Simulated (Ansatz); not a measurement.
**Sb under changes of volume**

One of the cells (31.554 Å³/atom); the others are scaled copies at fixed shape and fractional positions:

```
Sb
1.0
     3.16000    0.00000    0.00000
     0.00000    3.16000    0.00000
     0.00000    0.00000    3.16000
Sb
1
Direct
  0.00000 0.00000 0.00000
```

This isn't the form of Sb at room conditions, which is rhombohedral.

```yaml
Program: Ansatz 0.2.0
Functional: LDA
Potentials_or_basis: Ansatz PAW
Cutoff: "420 eV (not typed: the program's choice for these potentials)"
k_mesh: 8 × 8 × 8
Occupations: fermi-dirac, width 0.05 eV
Spin: no spin polarisation
```

```csv
volume (Å³/atom),energy over the lowest point (meV/atom),pressure (GPa)
29.661,0.00,-2.8
30.292,?,?
30.923,30.72,-4.9
31.554,51.64,-5.7
32.186,75.71,-6.5
32.817,102.51,-7.1
33.448,131.69,-7.7
```

What does the run at 30.292 Å³/atom give?

Energy over the lowest point 13.33 meV/atom; pressure -3.9 GPa.

Worked out: A Birch-Murnaghan fit of order 3 (a polynomial in V^(-2/3)) to the other rows has no minimum within the range. It gives 13.35 meV/atom at 30.292 Å³/atom, against the run's 13.33, and -dE/dV = -3.9 GPa, against -3.9.

Energies are extrapolated to zero smearing.

Caveats: the PAW data sets come from PBE, with cores solved anew for the run's functional, which leaves a small shift of forces and pressure.
